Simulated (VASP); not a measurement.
# La (P6_3/mmc) in VASP: a series of runs

One crystal, La, is run at these levels: LDA; tasks: single point.

Program: VASP 6.6.1. These are calculated values, not measurements. Logs are shortened: lines on timing, memory, paths and dates and some standing lists are left out, and cuts for length are marked.

**1. Starting point**

The structure is hexagonal, space group P6_3/mmc (No. 194). The conventional cell has a = 3.750 Å, b = 3.750 Å, c = 6.070 Å, α = 90.00°, β = 90.00°, γ = 120.00°. La (site symmetry -6m2) is surrounded by 12 La at 3.73 to 3.75 Å.

This isn't the form of La at room conditions, which is double hcp.

**2. Single point, LDA**

Input file INCAR:

```
SYSTEM = La
PREC = Accurate ; ENCUT = 400
EDIFF = 1E-6 ; ISMEAR = -1
SIGMA = 0.02 ; LREAL = .FALSE.
LASPH = .TRUE. ; NELM = 100
ALGO = Normal ; ISIF = 2
LWAVE = .FALSE. ; LCHARG = .FALSE.
GGA = CA ; ADDGRID = .FALSE.
```

Input file KPOINTS:

```
Automatic mesh
0
G
  13 13 7
  0 0 0
```

Input file POSCAR:

```
La
1.0
    3.7500000000      0.0000000000      0.0000000000
   -1.8750000000      3.2475952642      0.0000000000
    0.0000000000      0.0000000000      6.0700000000
La
2
Direct
    0.6527560000      0.3219160000      0.7382770000
    0.3157440000      0.6620370000      0.2676620000
```

Potentials or basis: VASP PAW LDA potentials, release 64 (La).

Started as:

```bash
$ cat potpaw_LDA.64/La/POTCAR > POTCAR
$ mpirun -np 1 vasp_std > vasp.out
```

OUTCAR:

```text
SYSTEM = La
   PREC = Accurate
   ENCUT = 400
   EDIFF = 1E-6
   ISMEAR = -1
   LREAL = .FALSE.
   LASPH = .TRUE.
   NELM = 100
   ISIF = 2
   GGA = CA

 Found    592 irreducible k-points:

 Following reciprocal coordinates:
            Coordinates               Weight
  0.000000  0.000000  0.000000      1.000000
  0.076923 -0.000000  0.000000      2.000000
  0.000000  0.076923  0.000000      2.000000
 -0.076923  0.076923  0.000000      2.000000
  0.153846 -0.000000  0.000000      2.000000
  0.000000  0.153846  0.000000      2.000000
   k-points           NKPTS =    592   k-points in BZ     NKDIM =    592   number of bands    NBANDS=     15
   number of dos      NEDOS =    301   number of ions     NIONS =      2
   total plane-waves  NPLWV =  23040
   dimension x,y,z NGX =    24 NGY =   24 NGZ =   40
   dimension x,y,z NGXF=    48 NGYF=   48 NGZF=   80
   ions per type =               2
   NGX,Y,Z   is equivalent  to a cutoff of  10.64, 10.64, 10.96 a.u.
   NGXF,Y,Z  is equivalent  to a cutoff of  21.28, 21.28, 21.91 a.u.
 SYSTEM =  La
   PREC   = accura    normal or accurate (medium, high low for compatibility)
   ISTART =      0    job   : 0-new  1-cont  2-samecut
   ICHARG =      2    charge: 1-file 2-atom 10-const
   ISPIN  =      1    spin polarized calculation?
   LNONCOLLINEAR =      F non collinear calculations
   LSORBIT =      F    spin-orbit coupling
   LASPH  =      T    aspherical Exc in radial PAW
   ENCUT  =  400.0 eV  29.40 Ry    5.42 a.u.   6.12  6.12  9.90*2*pi/ulx,y,z
   NELM   =    100;   NELMIN=  2; NELMDL= -5     # of ELM steps
   EDIFF  = 0.1E-05   stopping-criterion for ELM
   LREAL  =      F    real-space projection
   EDIFFG = 0.1E-04   stopping-criterion for IOM
   NSW    =      0    number of steps for IOM
   IBRION =     -1    ionic relax: 0-MD 1-quasi-New 2-CG
   NFREE  =      0    steps in history (QN), initial steepest desc. (CG)
   ISIF   =      2    stress and relaxation
   ISYM   =      2    0-nonsym 1-usesym 2-fastsym
   POTIM  = 0.5000    time-step for ionic-motion
   TEBEG  =    0.0;   TEEND  =   0.0 temperature during run
   PSTRESS=    0.0 pullay stress
   NELECT =      22.0000    total number of electrons
   NUPDOWN=      -1.0000    fix difference up-down
   EMIN   =  10.00;   EMAX   =-10.00  energy-range for DOS
   EFERMI =   0.00;   METHOD = LEGACY
   ISMEAR =    -1;   SIGMA  =   0.02  broadening in eV -4-tet -1-fermi 0-gaus
   EFERMI_NEDOS =   21; number of points for ismear=-14 and -15
   IALGO  =     38    algorithm
   IMIX   =      4    mixing-type and parameters
     AMIX     =   0.40;   BMIX     =  1.00
     AMIX_MAG =   1.60;   BMIX_MAG =  1.00
  volume/ion in A,a.u.               =      36.96       249.43
  Fermi-wavevector in a.u.,A,eV,Ry     =   1.093004  2.065478 16.254307  1.194658
  Thomas-Fermi vector in A             =   2.229281
   LORBIT       =      0    0 simple, 1 ext, 2 COOP (PROOUT), +10 PAW based schemes
   GGA     = CA    functional components
   LHFCALC =     F    Hartree Fock is set to
   AEXX    =    0.0000 exact exchange contribution
   IVDW    =     0    specifies the selected vdW correction
   LEPSILON=     F    determine dielectric tensor
   LRPA    =     F    only Hartree local field effects (RPA)
 non-spin polarized calculation
  energy-cutoff  :      400.00
  volume of cell :       73.92
 maximum number of plane-waves:      1358
   NGX = 13   NGY = 13   NGZ = 19

 number of electron      21.9999999 magnetization

 Free energy of the ion-electron system (eV)
  ---------------------------------------------------
  ext. energy  EPLUGINS =         0.00000000
  ---------------------------------------------------
  free energy    TOTEN  =       -10.98305336 eV

  energy without entropy =      -10.97883968  energy(sigma->0) =      -10.98094652

 E-fermi :   7.6931     XC(G=0):  -9.7754

 val. band max:        7.6902986676   @ k =  -0.0769  -0.4615   0.2857
 cond. band min:       7.6934663632   @ k =  -0.4615  -0.0769   0.2857
 fundamental gap:      0.0031676956
 Fermi energy:         7.6930568886

 k-point     1 :       0.0000    0.0000    0.0000
  band No.  band energies     occupation
      1     -25.0547      2.00000
      2     -24.8259      2.00000
      3      -9.4679      2.00000
      4      -8.2384      2.00000
      5      -8.2228      2.00000
      6      -8.0269      2.00000
      7      -8.0159      2.00000
      8      -7.9766      2.00000
      9       4.5162      2.00000
     10       5.9064      2.00000
     11       8.6594      0.00000
     12       8.9244      0.00000
     13       8.9354      0.00000
     14       9.0428      0.00000
     15       9.1551      0.00000

 k-point     2 :       0.0769   -0.0000    0.0000
  band No.  band energies     occupation
      1     -25.0445      2.00000
      2     -24.8215      2.00000
      3      -9.4427      2.00000
      4      -8.3055      2.00000
      5      -8.2486      2.00000
      6      -8.0888      2.00000
      7      -8.0307      2.00000
      8      -7.9833      2.00000
      9       4.6765      2.00000
     10       6.0548      2.00000
     11       8.3438      0.00000
     12       8.8622      0.00000
     13       8.9800      0.00000
     14       9.0503      0.00000
     15       9.1119      0.00000

 k-point     3 :       0.0000    0.0769    0.0000
  band No.  band energies     occupation
      1     -25.0445      2.00000
      2     -24.8215      2.00000
      3      -9.4426      2.00000
      4      -8.3073      2.00000
      5      -8.2469      2.00000
      6      -8.0873      2.00000
      7      -8.0322      2.00000
      8      -7.9835      2.00000
      9       4.6765      2.00000
     10       6.0554      2.00000
     11       8.3421      0.00000
     12       8.8630      0.00000
     13       8.9813      0.00000
     14       9.0512      0.00000
     15       9.1137      0.00000

 k-point     4 :      -0.0769    0.0769    0.0000
  band No.  band energies     occupation
      1     -25.0446      2.00000
      2     -24.8214      2.00000
      3      -9.4432      2.00000
      4      -8.2950      2.00000
      5      -8.2591      2.00000
      6      -8.0946      2.00000
      7      -8.0245      2.00000
      8      -7.9829      2.00000
      9       4.6764      2.00000
     10       6.0520      2.00000
     11       8.3515      0.00000
     12       8.8574      0.00000
     13       8.9752      0.00000
     14       9.0479      0.00000
     15       9.1151      0.00000

 k-point     5 :       0.1538   -0.0000    0.0000
  band No.  band energies     occupation
      1     -25.0158      2.00000
      2     -24.8095      2.00000
      3      -9.3704      2.00000
      4      -8.4933      2.00000
      5      -8.3066      2.00000
      6      -8.2714      2.00000
      7      -8.0549      2.00000
      8      -8.0110      2.00000
      9       5.1130      2.00000
     10       6.4206      2.00000
     11       7.9325      0.00001
     12       8.5260      0.00000
     13       8.7249      0.00000
     14       8.9826      0.00000
     15       9.1015      0.00000

 k-point     6 :       0.0000    0.1538    0.0000
  band No.  band energies     occupation
      1     -25.0157      2.00000
      2     -24.8096      2.00000
      3      -9.3699      2.00000
      4      -8.4948      2.00000
      5      -8.3050      2.00000
      6      -8.2705      2.00000
      7      -8.0560      2.00000
      8      -8.0116      2.00000
      9       5.1132      2.00000
     10       6.4233      2.00000
     11       7.9294      0.00001
     12       8.5304      0.00000
     13       8.7285      0.00000
     14       8.9810      0.00000
     15       9.0835      0.00000

 [... further k-points ...]

------------------------ aborting loop because EDIFF is reached ----------------------------------------

  FORCE on cell =-STRESS in cart. coord.  units (eV):
  Direction    XX          YY          ZZ          XY          YZ          ZX
  --------------------------------------------------------------------------------------
  -------------------------------------------------------------------------------------
  Total       -1.3886966     -1.3704965     -1.2407145      0.0107015      0.0116256     -0.0139129
  in kB      -30.0978924    -29.7034331    -26.8906045      0.2319389      0.2519683     -0.3015416
  external PRESSURE =     -28.8973100 kB  Pullay stress =       0.0000000 kB

 VOLUME and BASIS-vectors are now :
 -----------------------------------------------------------------------------
  energy-cutoff  :      400.00
  volume of cell :       73.92
      direct lattice vectors                 reciprocal lattice vectors
     3.750000000  0.000000000  0.000000000     0.266666667  0.153960072  0.000000000
    -1.875000000  3.247595264  0.000000000     0.000000000  0.307920144  0.000000000
     0.000000000  0.000000000  6.070000000     0.000000000  0.000000000  0.164744646

 POSITION                                       TOTAL-FORCE (eV/Angst)
 -----------------------------------------------------------------------------------
      1.84424      1.04545      4.48134        -0.011964      0.009274      0.233627
     -0.05728      2.15003      1.62471         0.011964     -0.009274     -0.233627
 -----------------------------------------------------------------------------------
    total drift:                               -0.000016     -0.000000     -0.000014

  FREE ENERGIE OF THE ION-ELECTRON SYSTEM (eV)
  ---------------------------------------------------
  free  energy   TOTEN  =       -10.9830533578 eV

  energy  without entropy=      -10.9788396782  energy(sigma->0) =      -10.98094652
```

Run time: 4 min. Hardware: 1 thread of AMD EPYC 9R45 (Zen 5), shared host; peak memory 0.52 GiB.

These settings aren't checked as converged: the numbers below hold their error.

What came out:

```yaml
Free_energy: -10.9831 eV
Pressure: -2.9 GPa
Largest_force: 0.234 eV/Å
Band_gap_on_the_k_mesh: none (metal or under the smearing width)
```

**3. Single point, LDA**

Input file INCAR:

```
SYSTEM = La
PREC = Low ; ENCUT = 400
EDIFF = 1E-6 ; ISMEAR = -1
SIGMA = 0.1 ; LREAL = .FALSE.
LASPH = .TRUE. ; NELM = 100
ALGO = Normal ; ISIF = 2
LWAVE = .FALSE. ; LCHARG = .FALSE.
GGA = CA ; ADDGRID = .FALSE.
```

KPOINTS is that of step 2.

Input file POSCAR:

```
La
1.0
    3.7500000000      0.0000000000      0.0000000000
   -1.8750000000      3.2475952642      0.0000000000
    0.0000000000      0.0000000000      6.0700000000
La
2
Direct
    0.6666666667      0.3333333333      0.7500000000
    0.3333333333      0.6666666667      0.2500000000
```

Potentials or basis: VASP PAW LDA potentials, release 64 (La).

Started as:

```bash
$ cat potpaw_LDA.64/La/POTCAR > POTCAR
$ mpirun -np 1 vasp_std > vasp.out
```

OUTCAR:

```text
SYSTEM = La
   PREC = Low
   ENCUT = 400
   EDIFF = 1E-6
   ISMEAR = -1
   LREAL = .FALSE.
   LASPH = .TRUE.
   NELM = 100
   ISIF = 2
   GGA = CA

 Found     84 irreducible k-points:

 Following reciprocal coordinates:
            Coordinates               Weight
  0.000000  0.000000  0.000000      1.000000
  0.076923 -0.000000  0.000000      6.000000
  0.153846 -0.000000  0.000000      6.000000
  0.230769 -0.000000  0.000000      6.000000
  0.307692 -0.000000  0.000000      6.000000
  0.384615 -0.000000  0.000000      6.000000
   k-points           NKPTS =     84   k-points in BZ     NKDIM =     84   number of bands    NBANDS=     15
   number of dos      NEDOS =    301   number of ions     NIONS =      2
   total plane-waves  NPLWV =   9720
   dimension x,y,z NGX =    18 NGY =   18 NGZ =   30
   dimension x,y,z NGXF=    24 NGYF=   24 NGZF=   36
   ions per type =               2
   NGX,Y,Z   is equivalent  to a cutoff of   7.98,  7.98,  8.22 a.u.
   NGXF,Y,Z  is equivalent  to a cutoff of  10.64, 10.64,  9.86 a.u.
 SYSTEM =  La
   PREC   = low       normal or accurate (medium, high low for compatibility)
   ISTART =      0    job   : 0-new  1-cont  2-samecut
   ICHARG =      2    charge: 1-file 2-atom 10-const
   ISPIN  =      1    spin polarized calculation?
   LNONCOLLINEAR =      F non collinear calculations
   LSORBIT =      F    spin-orbit coupling
[... 70 lines left out ...]
     11       8.7007      0.00008
     12       8.9921      0.00000
     13       8.9946      0.00000
     14       9.0800      0.00000
[... 77 lines left out ...]
      2     -24.7694      2.00000
      3      -9.1797      2.00000
      4      -8.9492      2.00000
      5      -8.9414      2.00000
      6      -8.4967      2.00000
      7      -8.2592      2.00000
      8      -8.1714      2.00000
      9       6.2153      2.00000
     10       6.5021      1.99999
     11       6.8301      1.99961
     12       8.5605      0.00032
     13       8.8403      0.00002
     14       8.9698      0.00001
     15       9.1709      0.00000

 [... further k-points ...]

------------------------ aborting loop because EDIFF is reached ----------------------------------------

  FORCE on cell =-STRESS in cart. coord.  units (eV):
  Direction    XX          YY          ZZ          XY          YZ          ZX
  --------------------------------------------------------------------------------------
  -------------------------------------------------------------------------------------
  Total       -1.3852439     -1.3852439     -1.3629940      0.0000000      0.0000000     -0.0000000
  in kB      -30.0230603    -30.0230603    -29.5408277      0.0000000      0.0000000     -0.0000000
  external PRESSURE =     -29.8623161 kB  Pullay stress =       0.0000000 kB

 VOLUME and BASIS-vectors are now :
 -----------------------------------------------------------------------------
  energy-cutoff  :      400.00
  volume of cell :       73.92
      direct lattice vectors                 reciprocal lattice vectors
     3.750000000  0.000000000  0.000000000     0.266666667  0.153960072  0.000000000
    -1.875000000  3.247595264  0.000000000     0.000000000  0.307920144  0.000000000
     0.000000000  0.000000000  6.070000000     0.000000000  0.000000000  0.164744646

 POSITION                                       TOTAL-FORCE (eV/Angst)
 -----------------------------------------------------------------------------------
      1.87500      1.08253      4.55250         0.000000      0.000000      0.000000
     -0.00000      2.16506      1.51750        -0.000000      0.000000      0.000000
 -----------------------------------------------------------------------------------
    total drift:                                0.000000     -0.000000      0.000000

  FREE ENERGIE OF THE ION-ELECTRON SYSTEM (eV)
  ---------------------------------------------------
  free  energy   TOTEN  =       -11.0605933946 eV

  energy  without entropy=      -10.9372419967  energy(sigma->0) =      -10.99891770
```

OSZICAR:

```text
N       E                     dE             d eps       ncg     rms          rms(c)
DAV:   1     0.228388944166E+03    0.22839E+03   -0.70213E+03  2528   0.163E+03
DAV:   2     0.233059732381E+02   -0.20508E+03   -0.20335E+03  3814   0.342E+02
DAV:   3    -0.692736001963E+01   -0.30233E+02   -0.29675E+02  4352   0.146E+02
DAV:   4    -0.107223480461E+02   -0.37950E+01   -0.37506E+01  5032   0.476E+01
DAV:   5    -0.110636509518E+02   -0.34130E+00   -0.33969E+00  4144   0.131E+01    0.324E+00
DAV:   6    -0.110776093939E+02   -0.13958E-01   -0.52166E-01  5032   0.548E+00    0.162E+00
DAV:   7    -0.110622260223E+02    0.15383E-01   -0.40639E-02  4648   0.165E+00    0.495E-01
DAV:   8    -0.110605152355E+02    0.17108E-02   -0.39420E-03  5040   0.520E-01    0.550E-02
DAV:   9    -0.110605802253E+02   -0.64990E-04   -0.51977E-04  5000   0.175E-01    0.361E-02
DAV:  10    -0.110605938505E+02   -0.13625E-04   -0.56162E-05  5032   0.523E-02    0.237E-02
DAV:  11    -0.110605934381E+02    0.41241E-06   -0.13845E-05  4056   0.402E-02    0.400E-03
DAV:  12    -0.110605933946E+02    0.43502E-07   -0.46024E-07  3024   0.953E-03
   1 F= -.11060593E+02 E0= -.10998918E+02  d E =-.123351E+00
```

Run time: 22 s. Hardware: 1 thread of AMD EPYC 9R45 (Zen 5), shared host; peak memory 0.14 GiB.

These settings aren't checked as converged: the numbers below hold their error.

What came out:

```yaml
Free_energy: -11.0606 eV
Pressure: -3.0 GPa
Band_gap_on_the_k_mesh: none (metal or under the smearing width)
```

**4. The reference run**

An earlier run on the cell as given: functional PBE; potentials or basis VASP PAW PBE potentials, release 64 (La); cutoff 520 eV; k mesh 8 × 8 × 5; occupations fermi-dirac, width 0.05 eV; no spin polarisation.

- Pressure: 0.7 GPa
- Band gap on the k mesh: none (metal or under the smearing width)
